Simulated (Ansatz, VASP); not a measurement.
# Two plane-wave programs on AlN

INCAR

```
SYSTEM = AlN
PREC = Accurate
ENCUT = 520
EDIFF = 1E-6
ISMEAR = 0
SIGMA = 0.05
LREAL = .FALSE.
LASPH = .TRUE.
NELM = 60
ALGO = Normal
ISIF = 2
LWAVE = .FALSE.
LCHARG = .TRUE.
GGA = PE
LELF = .TRUE.
LVHAR = .TRUE.
NBANDS = 16
```

The input KPOINTS:

```
regular mesh
0
G
  8 8 6
  0 0 0
```

Contents of POSCAR:

```
AlN
1.0
    0.0000000000     -2.0522097487     -2.0522097487
    0.0000000000      2.0522097487     -2.0522097487
    4.1044194972      0.0000000000      0.0000000000
Al N
2 2
Direct
    0.5173928713      0.4826071287      0.0000000000
   -0.0173928713      0.0173928713      0.5000000000
    0.4936900135      0.5063099865      0.5000000000
    0.0063099865      0.9936900135      0.0000000000
```

Input for Ansatz:

```yaml
crystal:
  lattice:
    - [0.0, -2.0522097487, -2.0522097487]
    - [0.0, 2.0522097487, -2.0522097487]
    - [4.1044194972, 0.0, 0.0]
  atoms:
    - { symbol: Al, position: [0.5173928713, 0.4826071287, 0.0] }
    - { symbol: Al, position: [-0.0173928713, 0.0173928713, 0.5] }
    - { symbol: "N", position: [0.4936900135, 0.5063099865, 0.5] }
    - { symbol: "N", position: [0.0063099865, 0.9936900135, 0.0] }
basis:
  ecutwfc: 520.0
kpoints:
  mp_grid: { grid: [8, 8, 6] }
hamiltonian:
  xc: pbe
  pseudopotentials: { kind: paw }
scf:
  occupations: { method: gaussian, width: 0.05 }
output:
  forces: true
  stress: true
  eigenvalues: true
```

Change from the starting cell: mode 4 frozen in at -0.071 Å, equal normal strain along x, y and z +0.0083.

Alike in both runs: task single point; functional PBE; k mesh 8 × 8 × 6; occupations gaussian, width 0.05 eV; no spin polarisation.

|  | VASP | Ansatz |
| --- | --- | --- |
| version | VASP 6.6.1 | Ansatz 0.2.0 |
| potentials or method | VASP PAW PBE potentials, release 64 (Al, N) | scalar-relativistic, plane waves, PAW |
| plane-wave cutoff (eV) | 520 | 520 |
| valence electrons in the cell | 16 | 16 |

```csv
,VASP,Ansatz,Ansatz less VASP
gap on the k mesh at the Fermi level (eV),4.15,4.17,+0.022
least direct gap on the mesh (eV),4.18,4.20,+0.022
pressure (GPa),-5.8,-5.5,+0.30
largest component of the traceless stress (GPa),0.72,0.72,-0.001
rms of the force components (eV/Å),0.282,0.282,+0.0003
```

Atom by atom the forces differ by 0.000 eV/Å (rms over components).

A k mesh can miss the band edges.
